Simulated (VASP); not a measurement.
# TiC (I4/mmm) in VASP: notebook

Runs on TiC. Level: PBEsol. Tasks: single point.

Program: VASP 6.6.1. These are calculated values, not measurements. Logs are shortened: lines on timing, memory, paths and dates and some standing lists are left out, and cuts for length are marked.

**1. The cell of the first run**

Symmetry: I4/mmm, No. 139, tetragonal system. The conventional cell has a = 3.060 Å, b = 3.060 Å, c = 4.198 Å, α = 90.00°, β = 90.00°, γ = 90.00°. Ti (site symmetry 4/mmm) has 6 C at 2.10 to 2.16 Å as nearest neighbours. C (site symmetry 4/mmm) is surrounded by 6 Ti at 2.10 to 2.16 Å.

**2. Single point, PBEsol (strain +0.000 along x and y, -0.030 along z, atoms carried along)**

File INCAR:

```
SYSTEM = TiC
PREC = Accurate
ENCUT = 520
EDIFF = 1E-6
ISMEAR = 0
SIGMA = 0.15
LREAL = .False.
LASPH = .True.
NELM = 100
ALGO = Fast
ISIF = 2
LWAVE = .False.
LCHARG = .False.
GGA = PS
NBANDS = 15
```

File KPOINTS:

```
Automatic mesh
0
Gamma
  18 18 18
  0 0 0
```

File POSCAR:

```
TiC
1.0
    0.0000000000      2.1640000000      2.0990800000
    2.1640000000      0.0000000000      2.0990800000
    2.1640000000      2.1640000000      0.0000000000
Ti C
1 1
Direct
    0.0000000000      0.0000000000      0.0000000000
    0.5000000000      0.5000000000      0.5000000000
```

Potentials or basis: VASP PAW PBE potentials, release 64 (Ti_sv, C).

The run is started by

```
$ cat potpaw_PBE.64/Ti_sv/POTCAR potpaw_PBE.64/C/POTCAR > POTCAR
$ mpirun -np 1 vasp_std > vasp.out
```

OUTCAR:

```text
SYSTEM = TiC
   PREC = Accurate
   ENCUT = 520
   EDIFF = 1E-6
   ISMEAR = 0
   LREAL = .False.
   LASPH = .True.
   NELM = 100
   ISIF = 2
   GGA = PS

 ion  position               nearest neighbor table
   1  0.000  0.000  0.000-   2 2.10   2 2.10   2 2.16   2 2.16   2 2.16   2 2.16
   2  0.500  0.500  0.500-   1 2.10   1 2.10   1 2.16   1 2.16   1 2.16   1 2.16

  LATTYP: Found a body centered tetragonal cell.
 ALAT       =     3.0603581490
 C/A-ratio  =     1.3717871555

  Lattice vectors:

 A1 = (   0.0000000000,  -2.1640000000,  -2.0990800000)
 A2 = (   0.0000000000,   2.1640000000,  -2.0990800000)
 A3 = (   2.1640000000,   0.0000000000,   2.0990800000)

Analysis of symmetry for initial positions (statically):
=====================================================================
 Subroutine PRICEL returns:
 Original cell was already a primitive cell.

 Routine SETGRP: Setting up the symmetry group for a
 body centered tetragonal supercell.

 Subroutine GETGRP returns: Found 16 space group operations
 (whereof 16 operations were pure point group operations)
 out of a pool of 16 trial point group operations.

The static configuration has the point symmetry D_4h.

Analysis of symmetry for dynamics (positions and initial velocities):
=====================================================================
 Subroutine PRICEL returns:
 Original cell was already a primitive cell.

 Routine SETGRP: Setting up the symmetry group for a
 body centered tetragonal supercell.

 Subroutine GETGRP returns: Found 16 space group operations
 (whereof 16 operations were pure point group operations)
 out of a pool of 16 trial point group operations.

The dynamic configuration has the point symmetry D_4h.

 Subroutine INISYM returns: Found 16 space group operations
 (whereof 16 operations are pure point group operations),
 and found     1 'primitive' translations

----------------------------------------------------------------------------------------

                                     Primitive cell

  volume of cell :      19.6595

  direct lattice vectors                    reciprocal lattice vectors
     0.000000000  2.164000000  2.099080000    -0.231053604  0.231053604  0.238199592
     2.164000000  0.000000000  2.099080000     0.231053604 -0.231053604  0.238199592
     2.164000000  2.164000000  0.000000000     0.231053604  0.231053604 -0.238199592

  length of vectors
     3.014802290  3.014802290  3.060358149     0.404364417  0.404364417  0.404364417

  position of ions in fractional coordinates (direct lattice)
     0.000000000  0.000000000  0.000000000
     0.500000000  0.500000000  0.500000000

  ion indices of the primitive-cell ions
   primitive index   ion index
                 1           1
                 2           2

----------------------------------------------------------------------------------------

 KPOINTS: Automatic mesh

Automatic generation of k-mesh.
 Grid dimensions read from file:
 generate k-points for:   18   18   18

 Generating k-lattice:

  Cartesian coordinates                     Fractional coordinates (reciprocal lattice)
    -0.012836311  0.012836311  0.013233311     0.055555556 -0.000000000  0.000000000
     0.012836311 -0.012836311  0.013233311    -0.000000000  0.055555556  0.000000000
     0.012836311  0.012836311 -0.013233311     0.000000000  0.000000000  0.055555556

  Length of vectors
     0.022464690  0.022464690  0.022464690

  Shift w.r.t. Gamma in fractional coordinates (k-lattice)
     0.000000000  0.000000000  0.000000000

 Subroutine IBZKPT returns following result:
 ===========================================

 Found    480 irreducible k-points:

 Following reciprocal coordinates:
            Coordinates               Weight
  0.000000  0.000000  0.000000      1.000000
  0.055556  0.000000  0.000000      8.000000
  0.111111  0.000000  0.000000      8.000000
  0.166667  0.000000  0.000000      8.000000
  0.222222 -0.000000  0.000000      8.000000
  0.277778  0.000000  0.000000      8.000000
[... 16 lines left out ...]
 -0.277778  0.055556  0.000000      8.000000
 -0.222222  0.055556  0.000000      8.000000
 [... further k-points ...]
   k-points           NKPTS =    480   k-points in BZ     NKDIM =    480   number of bands    NBANDS=     15
   number of dos      NEDOS =    301   number of ions     NIONS =      2
   total plane-waves  NPLWV =  13824
   dimension x,y,z NGX =    24 NGY =   24 NGZ =   24
   dimension x,y,z NGXF=    48 NGYF=   48 NGZF=   48
   ions per type =               1   1
   NGX,Y,Z   is equivalent  to a cutoff of  13.23, 13.23, 13.04 a.u.
   NGXF,Y,Z  is equivalent  to a cutoff of  26.47, 26.47, 26.07 a.u.
 SYSTEM =  TiC
   PREC   = accura    normal or accurate (medium, high low for compatibility)
   ISTART =      0    job   : 0-new  1-cont  2-samecut
   ICHARG =      2    charge: 1-file 2-atom 10-const
   ISPIN  =      1    spin polarized calculation?
   LNONCOLLINEAR =      F non collinear calculations
   LSORBIT =      F    spin-orbit coupling
   LASPH  =      T    aspherical Exc in radial PAW
   ENCUT  =  520.0 eV  38.22 Ry    6.18 a.u.   5.61  5.61  5.69*2*pi/ulx,y,z
   NELM   =    100;   NELMIN=  2; NELMDL= -5     # of ELM steps
   EDIFF  = 0.1E-05   stopping-criterion for ELM
   LREAL  =      F    real-space projection
   EDIFFG = 0.1E-04   stopping-criterion for IOM
   NSW    =      0    number of steps for IOM
   IBRION =     -1    ionic relax: 0-MD 1-quasi-New 2-CG
   NFREE  =      0    steps in history (QN), initial steepest desc. (CG)
   ISIF   =      2    stress and relaxation
   ISYM   =      2    0-nonsym 1-usesym 2-fastsym
   POTIM  = 0.5000    time-step for ionic-motion
   TEBEG  =    0.0;   TEEND  =   0.0 temperature during run
   PSTRESS=    0.0 pullay stress
   NELECT =      16.0000    total number of electrons
   NUPDOWN=      -1.0000    fix difference up-down
   EMIN   =  10.00;   EMAX   =-10.00  energy-range for DOS
   EFERMI =   0.00;   METHOD = LEGACY
   ISMEAR =     0;   SIGMA  =   0.15  broadening in eV -4-tet -1-fermi 0-gaus
   EFERMI_NEDOS =   21; number of points for ismear=-14 and -15
   IALGO  =     68    algorithm
   IMIX   =      4    mixing-type and parameters
     AMIX     =   0.40;   BMIX     =  1.00
     AMIX_MAG =   1.60;   BMIX_MAG =  1.00
  volume/ion in A,a.u.               =       9.83        66.33
  Fermi-wavevector in a.u.,A,eV,Ry     =   1.528470  2.888390 31.786221  2.336221
  Thomas-Fermi vector in A             =   2.636224
   LORBIT       =      0    0 simple, 1 ext, 2 COOP (PROOUT), +10 PAW based schemes
   GGA     = PS    functional components
   LHFCALC =     F    Hartree Fock is set to
   AEXX    =    0.0000 exact exchange contribution
   IVDW    =     0    specifies the selected vdW correction
   LEPSILON=     F    determine dielectric tensor
   LRPA    =     F    only Hartree local field effects (RPA)
 non-spin polarized calculation
 RMM-DIIS sequential band-by-band and
 Gauss-broadening in eV      SIGMA  =   0.15
  energy-cutoff  :      520.00
  volume of cell :       19.66
 maximum number of plane-waves:       545
   NGX = 11   NGY = 11   NGZ = 11

 number of electron      16.0000003 magnetization

 Free energy of the ion-electron system (eV)
  ---------------------------------------------------
  ext. energy  EPLUGINS =         0.00000000
  ---------------------------------------------------
  free energy    TOTEN  =       -19.78542359 eV

  energy without entropy =      -19.78204425  energy(sigma->0) =      -19.78373392

 E-fermi :   9.6929     XC(G=0): -13.0296

 val. band max:        9.6899807452   @ k =  -0.0556   0.0556   0.0000
 cond. band min:       9.6959140272   @ k =   0.3889   0.0000   0.3333
 fundamental gap:      0.0059332820
 Fermi energy:         9.6929495846

 k-point     1 :       0.0000    0.0000    0.0000
  band No.  band energies     occupation
      1     -46.5401      2.00000
      2     -22.6602      2.00000
      3     -22.6602      2.00000
      4     -22.6265      2.00000
      5      -2.8294      2.00000
      6      10.2911      0.00000
      7      10.2911      0.00000
      8      10.5264      0.00000
      9      11.3697      0.00000
     10      11.3937      0.00000
     11      11.3937      0.00000
     12      11.5276      0.00000
     13      11.5818      0.00000
     14      20.6859      0.00000
     15      23.7597      0.00000

 k-point     2 :       0.0556    0.0000    0.0000
  band No.  band energies     occupation
      1     -46.5375      2.00000
      2     -22.6737      2.00000
      3     -22.6622      2.00000
      4     -22.6323      2.00000
      5      -2.7557      2.00000
      6       9.9799      0.00682
      7      10.1417      0.00002
      8      10.3289      0.00000
      9      10.7328      0.00000
     10      10.8299      0.00000
     11      11.6468      0.00000
     12      12.2897      0.00000
     13      12.4789      0.00000
     14      20.8110      0.00000
     15      23.8073      0.00000

 k-point     3 :       0.1111    0.0000    0.0000
  band No.  band energies     occupation
      1     -46.5300      2.00000
      2     -22.7211      2.00000
      3     -22.6682      2.00000
      4     -22.6402      2.00000
      5      -2.5385      2.00000
      6       9.2323      1.99999
      7       9.4985      1.93326
      8       9.6480      1.32815
      9      10.7324      0.00000
     10      10.8180      0.00000
     11      11.9567      0.00000
     12      13.2546      0.00000
     13      13.4753      0.00000
     14      21.1268      0.00000
     15      23.8870      0.00000

 k-point     4 :       0.1667    0.0000    0.0000
  band No.  band energies     occupation
      1     -46.5185      2.00000
      2     -22.7979      2.00000
      3     -22.6772      2.00000
      4     -22.6473      2.00000
      5      -2.1888      2.00000
      6       8.3276      2.00000
      7       8.7915      2.00000
      8       8.9169      2.00000
      9      10.9738      0.00000
     10      11.0368      0.00000
     11      12.2320      0.00000
     12      14.2295      0.00000
     13      14.4838      0.00000
     14      21.4345      0.00000
     15      23.9302      0.00000
[... 307 lines left out ...]
 k-point    22 :      -0.3333    0.0556    0.0000
  band No.  band energies     occupation
      1     -46.4696      2.00000
      2     -23.1045      2.00000
      3     -22.7094      2.00000
      4     -22.6903      2.00000
      5      -0.3498      2.00000
      6       5.1925      2.00000
      7       7.0405      2.00000
      8       7.2776      2.00000
      9      12.0502      0.00000
     10      12.3123      0.00000
     11      13.2953      0.00000
     12      16.9291      0.00000
     13      17.3988      0.00000
     14      19.7057      0.00000
     15      25.5788      0.00000

 k-point    23 :      -0.2778    0.0556    0.0000
  band No.  band energies     occupation
      1     -46.4831      2.00000
      2     -23.0193      2.00000
      3     -22.6973      2.00000
      4     -22.6843      2.00000
      5      -0.9607      2.00000
      6       6.0635      2.00000
      7       7.3897      2.00000
      8       7.6962      2.00000
      9      11.6278      0.00000
     10      12.0131      0.00000
     11      12.9730      0.00000
     12      16.1298      0.00000
     13      16.7586      0.00000
     14      20.5826      0.00000
     15      24.8811      0.00000

 k-point    24 :      -0.2222    0.0556    0.0000
  band No.  band energies     occupation
      1     -46.4980      2.00000
      2     -22.9243      2.00000
      3     -22.6851      2.00000
      4     -22.6757      2.00000
      5      -1.5264      2.00000
      6       6.9843      2.00000
      7       7.8522      2.00000
      8       8.2042      2.00000
      9      11.2156      0.00000
     10      11.7059      0.00000
     11      12.6891      0.00000
     12      15.2415      0.00000
     13      15.9585      0.00000
     14      21.2944      0.00000
     15      24.2851      0.00000

 [... further k-points ...]

------------------------ aborting loop because EDIFF is reached ----------------------------------------

  FORCE on cell =-STRESS in cart. coord.  units (eV):
  Direction    XX          YY          ZZ          XY          YZ          ZX
  --------------------------------------------------------------------------------------
  -------------------------------------------------------------------------------------
  Total       -0.2553162     -0.2553162      1.4913613      0.0000000      0.0000000      0.0000000
  in kB      -20.8072847    -20.8072847    121.5402009      0.0000000      0.0000000      0.0000000
  external PRESSURE =      26.6418772 kB  Pullay stress =       0.0000000 kB

 VOLUME and BASIS-vectors are now :
 -----------------------------------------------------------------------------
  energy-cutoff  :      520.00
  volume of cell :       19.66
      direct lattice vectors                 reciprocal lattice vectors
     0.000000000  2.164000000  2.099080000    -0.231053604  0.231053604  0.238199592
     2.164000000  0.000000000  2.099080000     0.231053604 -0.231053604  0.238199592
     2.164000000  2.164000000  0.000000000     0.231053604  0.231053604 -0.238199592

 POSITION                                       TOTAL-FORCE (eV/Angst)
 -----------------------------------------------------------------------------------
      0.00000      0.00000      0.00000         0.000000     -0.000000      0.000000
      2.16400      2.16400      2.09908        -0.000000      0.000000     -0.000000
 -----------------------------------------------------------------------------------
    total drift:                                0.000000     -0.000000     -0.000000

  FREE ENERGIE OF THE ION-ELECTRON SYSTEM (eV)
  ---------------------------------------------------
  free  energy   TOTEN  =       -19.7854235949 eV

  energy  without entropy=      -19.7820442487  energy(sigma->0) =      -19.78373392
```

Wall time 5.8 min (1 thread of AMD EPYC 7R13 (Zen 3), shared host); peak memory 0.23 GiB.

What came out:

```
Free energy            : -19.7854 eV
Pressure               : 2.7 GPa
Band gap on the k mesh : none (metal or under the smearing width)
```

Caveat: the PAW data sets were made with another functional, which shifts forces and pressure a little.

**3. Single point, PBEsol (strain -0.030 along x and y, +0.030 along z, atoms carried along)**

File INCAR:

```
PREC = Accurate
ENCUT = 520
EDIFF = 1E-6
ISMEAR = 0
SIGMA = 0.15
LREAL = False
LASPH = True
NELM = 100
ALGO = Fast
ISIF = 2
LWAVE = False
LCHARG = False
GGA = PS
NBANDS = 15
```

File KPOINTS:

```
Automatic mesh
0
Gamma
  18 18 18
```

File POSCAR:

```
TiC
1.0
    0.0000000000      2.0990800000      2.2289200000
    2.0990800000      0.0000000000      2.2289200000
    2.0990800000      2.0990800000      0.0000000000
Ti C
1 1
Direct
    0.0000000000      0.0000000000      0.0000000000
    0.5000000000      0.5000000000      0.5000000000
```

Potentials or basis: VASP PAW PBE potentials, release 64 (Ti_sv, C).

The run is started by

```
$ cat potpaw_PBE.64/Ti_sv/POTCAR potpaw_PBE.64/C/POTCAR > POTCAR
$ mpirun -np 1 vasp_std > vasp.out
```

Wall time 6.5 min (1 thread of AMD EPYC 7R13 (Zen 3), shared host); peak memory 0.23 GiB.

It converged, with:

| Item | Value |
| --- | --- |
| Free energy | -19.7404 eV |
| Pressure | 4.0 GPa |
| Band gap on the k mesh | none (metal or under the smearing width) |

Stress tensor (GPa, compression positive):
```
 12.28   0.00   0.00
  0.00  12.28   0.00
  0.00   0.00 -12.51
```

Levels at points of the mesh, in eV from the Fermi level:
| k point | band 5 | band 6 | band 7 | band 8 | band 9 | band 10 | band 11 | band 12 |
| --- | --- | --- | --- | --- | --- | --- | --- | --- |
| (0.00, 0.00, 0.00) | -12.53 | 0.37 | 0.84 | 0.84 | 1.48 | 1.58 | 1.83 | 1.83 |
| (0.50, 0.00, 0.00) | -8.82 | -6.04 | -3.11 | -2.98 | 2.94 | 3.19 | 4.35 | 8.07 |
| (0.50, 0.50, 0.00) | -10.30 | -3.89 | -1.71 | 0.31 | 0.31 | 2.86 | 3.65 | 3.65 |
| (0.50, 0.00, 0.50) | -10.18 | -3.23 | -1.80 | -0.16 | -0.11 | 2.83 | 3.48 | 3.91 |

Caveat: the PAW data sets were made with another functional, which shifts forces and pressure a little.
